**Question**

I am looking at these relaxations of GaAs. The runs started from one and the same cell, and only the functional differs, except that LDA also has its own potentials while the other four share the PBE set.

Relaxations of cell and atoms for GaAs (F-43m, two-atom primitive cell) with VASP 6.6.1, plane-wave PAW DFT without spin polarisation or dispersion correction. Cutoff 600 eV, 10 × 10 × 10 k mesh, Gaussian smearing of 0.03 eV. Volume changes are relative to the common starting cell (22.59 Å³ per atom); a is the edge of the primitive cell.

```
functional                            potentials  volume change (%)  relaxed length a (Å)
       LDA  VASP-PAW-LDA-potentials,-recommended             -2.270                 3.967
       PBE  VASP-PAW-PBE-potentials,-recommended              5.210                 4.066
    PBEsol  VASP-PAW-PBE-potentials,-recommended              0.480                 4.004
      RPBE  VASP-PAW-PBE-potentials,-recommended              8.460                 4.107
    r2SCAN  VASP-PAW-PBE-potentials,-recommended              0.840                 4.009
```

Suppose a log shows me only the energy at the start and at the end of such a relaxation. Can I work out with pencil and paper how far the volume moved, and what the new edge is? And could I have guessed which functional moves it most?

**Answer**

Yes, if you have that energy difference and a rough idea of how stiff the crystal is. For this two-atom cell there is a rule you can keep in your head: the volume change in per cent is about the square root of the energy gain in meV. It comes from treating the crystal as a spring.

Take the limit of a very small change first. Close to its best volume a crystal resists in proportion to the displacement, so the energy gained on the way there is

$$\Delta E = \tfrac12\,B\,V\,x^2 .$$

Here $x$ is the relative volume change, $V$ the starting volume and $B$ the bulk modulus at that volume, the pressure needed per relative change of volume. I recall roughly 75 GPa for GaAs, and the starting cell is close to the real crystal, so the value fits there. Using it for every functional assumes that at one and the same volume they differ little in stiffness. With 75 GPa, $BV$ is about 21.15 eV for the cell. One per cent of volume then costs $\tfrac12 \times 21.15\ \text{eV} \times 0.01^2$, or about 1 meV, and that is where the rule comes from.

Now go to the other limit and pull the atoms far apart: the bonds let go and the resistance fades. A stretched crystal must therefore be softer than a squeezed one. The usual measure of this is $B'$, the growth of $B$ per unit of pressure, roughly 4.5 here, again a recalled value. To first order the pressure then changes with $x$ at the rate $B\,[1-(B'+1)x]$ instead of $B$. Adding up the work along the way and solving for $x$ gives

$$x \approx x_1 + \frac{B'+1}{3}\,x_1^2,\qquad x_1=\pm\sqrt{\frac{2\,\Delta E}{BV}} .$$

The added term is positive for either sign of $x_1$. It lets a growing cell grow further and stops a shrinking one sooner. This form holds only with $B$ taken at the starting volume; a $B$ from the relaxed cell would need a different correction.

Take PBE as the full example. Its run gained 24.1 meV, so $x_1=\sqrt{2\times0.0241/21.15}$, or 4.8 %. The second term adds $1.83\times0.048^2$, about 0.4 %, and the estimate is 5.2 %, as in the table. For the edge, take a third of the volume change: 1.7 % on a starting length of 3.998 Å gives about 4.07 Å. (The lengths in the table belong to the primitive cell; multiply by $\sqrt2$ for the familiar cubic edge.)

LDA shows the squeezed side. A gain of 5.3 meV gives $x_1=-2.2$ %, and the second term trims this to −2.1 %, while the calculation gives −2.3 %. In this row the second term makes the estimate slightly worse. The minus sign is something you must supply, because a square root cannot tell shrinking from swelling.

For that sign, and for the order of the functionals, you need to know what each one does to a bond. In the limit of a perfectly even electron density all five agree in principle, so their differences come from unevenness. LDA treats each point as part of an even electron gas. It thereby misses energy that uneven densities should gain, and separated atoms are more uneven than a solid. The solid looks too favourable by comparison, and the bonds come out too short.

PBE adds terms that depend on the density gradient and, taken together, reward unevenness. Moving the atoms apart makes the density more uneven, so these terms act like an outward push on the cell. RPBE strengthens the reward in exchange and swells the cell most, whereas PBEsol weakens the gradient dependence and lands between LDA and PBE. r2SCAN also uses the kinetic-energy density, so it has no place on this simple scale; the table puts it beside PBEsol. The table shows the order, while the explanation is standard theory that these runs do not test separately.

The spread is not small: from LDA to RPBE the edge grows from 3.967 to 4.107 Å, about 3.5 %. When you compare the edges of two crystals, take both from the same functional.

How good is the rule? The bare square root of the gain in meV does well for small changes, but for RPBE it gives only 7.7 % where the calculation has 8.5 %. With the softening term the estimate stays within about 0.12 percentage points of the calculated volume change in all five rows, LDA being the worst. Neither worked example was used to adjust it, since both constants were recalled. A simpler spring of constant stiffness, fitted to all five rows, comes out at about 61 GPa and misses by up to about 0.22 points, which is still a fair description. The table therefore agrees with softening but does not prove it; the printed output after this answer compares the two.

The r2SCAN row shows what an energy can and cannot tell you. Its estimate is 0.76 %, its calculated change 0.84 %. A small tension was left in the final cell, and releasing it would shrink the volume by about 0.06 %, which nearly closes the gap. The energy hardly notices such a remainder because it is flat at the minimum. This is no general cure, though: the same correction makes the agreement slightly worse for PBE, PBEsol and RPBE.

That flatness also limits the rule for small changes. An energy noise of 0.03 meV, about the scatter at the end of the r2SCAN run, looks like a volume change of nearly 0.2 % in a cell that is already relaxed. For large changes the danger is the series itself: for RPBE the softening term already supplies a full percentage point, and the next term has been dropped. I would not trust the formula much beyond that row. An error in $B$ is more forgiving, since a value 10 % too low raises $x_1$ by only about 5 %.

Finally, don't read the volume change as the error of the functional. The starting cell is close to the room-temperature crystal, while the calculation leaves out thermal and zero-point expansion. A fair reference would be smaller by somewhat under 1 % in volume, a rough recalled figure. That makes LDA look better and the other four worse, and it is of about the same size as the whole change for PBEsol or r2SCAN.

For another cubic crystal without free atomic positions, put in its own starting volume $V$ and its $B$ at that volume. The bare square-root rule carries over only if $BV$ is again near 20 eV; otherwise use the full formula. An equal outward push moves a softer crystal further, so the choice of functional can be expected to matter more there, although the push itself also differs from crystal to crystal.

Output of the analysis:

```
start volume of the primitive cell, A^3: 45.18
start edge of the primitive cell, A: 3.998
bulk modulus times start volume, eV: 21.15
factor of the square term: 1.833
volume change from the energy gain:
     row  gain_meV  plain_spring_%  softening_spring_%  computed_%  miss_points
     LDA     5.303          -2.239              -2.147       -2.27       0.1225
     PBE     24.12           4.776               5.195        5.21     -0.01542
  PBEsol     0.233          0.4694              0.4734        0.48    -0.006555
    RPBE     59.17            7.48               8.506        8.46      0.04627
  r2SCAN       0.6          0.7533              0.7637        0.84     -0.07634
edges and leftover pressure:
     row  estimated_edge_A  computed_edge_A      miss_A  volume_shift_still_due_%  volume_change_after_it_%
     LDA             3.969            3.967    0.001945                  0.009715                     -2.26
     PBE             4.066            4.066  -0.0001731                  -0.08603                     5.124
  PBEsol             4.004            4.004   6.876e-05                   0.01809                    0.4981
    RPBE             4.108            4.107    0.001053                  -0.05671                     8.403
  r2SCAN             4.008            4.009    -0.00108                  -0.06416                    0.7758
rms miss of the softening spring, points: 0.06821
largest miss of the softening spring, points: 0.1225
rms miss of the plain spring at 75 GPa, points: 0.4809
fit of volume_change on 5 rows: coefficient of plain 1.113 +/- 0.015; rms 0.127, worst LDA -0.222, leave-one-out rms 0.219
stiffness of the fitted constant spring, GPa: 60.57
growth of the plain estimate if B is 10 % lower, %: 5.409
volume change that 0.03 meV of energy noise can mimic, %: 0.1684
```
